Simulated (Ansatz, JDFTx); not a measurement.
This is a calculation of AlN for Ansatz 0.2.0. 

Contents of input.yaml:

```yaml
crystal:
  lattice:
    - [3.113, 0.0, 0.0]
    - [-1.5565, 2.695937082, 0.0]
    - [0.0, 0.0, 4.981]
  atoms:
    - { symbol: Al, position: [0.6666666667, 0.3333333333, 0.5] }
    - { symbol: Al, position: [0.3333333333, 0.6666666667, 0.0] }
    - { symbol: "N", position: [0.6666666667, 0.3333333333, 0.88] }
    - { symbol: "N", position: [0.3333333333, 0.6666666667, 0.38] }
hamiltonian:
  xc: lda
  pseudopotentials: { kind: paw }
kpoints:
  mp_grid: { grid: [10, 10, 6] }
scf:
  occupations: { method: fermi_dirac, width: 0.05 }
output:
  forces: true
  stress: true
relax:
  f_tol: 0.01
  max_steps: 40
  cell: { stress_tol: 0.05 }
```

Potentials or basis: Ansatz PAW.

The run is started by

```sh
$ ansatz run input.yaml --threads 2 --pin off --max-ram 5632MiB --backend cpu --events-out ev --progress --plain --runs-dir out
```

Question: Set up the same calculation for JDFTx 1.7.0 (patched build). Potentials or basis there: PseudoDojo-SR-LDA-0.4.1-standard, cutoff 1143 eV.

Answer: As run (cutoffs and basis follow the program's own potentials, and thresholds, step limits or extra output files can differ):

AlN.in

```
lattice \
    3.1130000000    -1.5565000000     0.0000000000 \
    0.0000000000     2.6959370820     0.0000000000 \
    0.0000000000     0.0000000000     4.9810000000
latt-scale 1.889726124626 1.889726124626 1.889726124626
coords-type Lattice
ion Al     0.6666666667     0.3333333333     0.5000000000 1
ion Al     0.3333333333     0.6666666667     0.0000000000 1
ion N      0.6666666667     0.3333333333     0.8800000000 1
ion N      0.3333333333     0.6666666667     0.3800000000 1

ion-species pseudo/Al.upf
ion-species pseudo/N.upf
elec-cutoff 42 336
elec-ex-corr lda-PW
kpoint-folding 10 10 6
elec-smearing Fermi 0.0018374661
elec-n-bands 14
electronic-SCF nIterations 100 energyDiffThreshold 1e-09
electronic-minimize nIterations 30 energyDiffThreshold 1e-7
forces-output-coords Cartesian
lattice-minimize nIterations 40 energyDiffThreshold 1e-6

dump-name run.$VAR
dump End Ecomponents EigStats BandEigs Kpoints Forces Stress ElecDensity Dtot KEdensity
```

Potentials or basis: PseudoDojo-SR-LDA-0.4.1-standard.

The run is started by

```bash
$ jdftx -c 1 -i AlN.in -o AlN.out
```

Both were run:

|  | Ansatz | JDFTx |
| --- | --- | --- |
| Relaxed volume | 10.21 Å³/atom | 10.15 Å³/atom |
| Relaxed cell | a = 3.089 Å, b = 3.089 Å, c = 4.943 Å, α = 90.00°, β = 90.00°, γ = 120.00° | a = 3.082 Å, b = 3.082 Å, c = 4.934 Å, α = 90.00°, β = 90.00°, γ = 120.00° |
| Space group after relaxing | P6_3mc (No. 186) | P6_3mc (No. 186) |
| Pressure after relaxing | 0.0 GPa | 0.0 GPa |

Ansatz's pressure holds a Pulay term of +0.66 GPa for its cutoff of 420 eV, which the other run lacks.

Ansatz's potentials were made for PBE.

Where Ansatz's input types no cutoff or centring, it takes its own default and a Γ-centred mesh.

The two programs' LDA may be different fits to the electron gas.

Pressure is positive in compression.
